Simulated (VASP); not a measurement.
**VASP inputs for GaSb (strained measured structure)**

INCAR

```
METAGGA = R2SCAN
ISMEAR = -1
LWAVE = .FALSE.
IBRION = -1
ENCUT = 520
NELM = 120
ISIF = 2
NBANDS = 16
LELF = .TRUE.
LREAL = .FALSE.
ALGO = Normal
LASPH = .TRUE.
NSW = 0
SIGMA = 0.02
PREC = Accurate
LCHARG = .TRUE.
EDIFF = 1E-7
```

KPOINTS

```
KPOINTS created by Atomic Simulation Environment
0
Gamma
8 8 8
0 0 0
```

KPOINTS_OPT

```
special points
6
Reciprocal
0.0000000000 0.0000000000 0.0000000000 1
-0.5000000000 -0.5000000000 0.0000000000 1
-0.3750000000 -0.3750000000 0.2500000000 1
-0.3750000000 0.0000000000 0.3750000000 1
0.0000000000 0.0000000000 0.5000000000 1
-0.5000000000 -0.2500000000 0.2500000000 1
```

POSCAR

```
Ga Sb
 1.0000000000000000
     0.0000000000000000    2.9729885120000001    3.1429239552000001
     2.9729885120000001    0.0000000000000000    3.1429239552000001
     2.9729885120000001    2.9729885120000001    0.0000000000000000
 Ga  Sb
   1   1
Cartesian
  0.0000000000000000  0.0000000000000000  0.0000000000000000
  1.4864942560000001  1.4864942560000001  1.5714619776000001
```

VASP ran with the recommended PBE PAW datasets (18 valence electrons in the cell).

Problem. Estimate the main results of this run.

Solution. gap between bands v and c 0.53 eV; least direct gap 0.53 eV; pressure 2.2 GPa.

Band v is the last that the valence electrons fill when counted band by band, and c is the next. Levels in eV from the top of v:

```csv
point,v−1,v,c,c+1
Γ,0.00,0.00,0.53,2.80
X,-2.68,-2.68,1.28,1.57
K,-4.02,-2.63,1.35,3.91
L,-1.62,-1.15,0.58,3.79
W,-3.73,-3.51,4.16,4.55
```
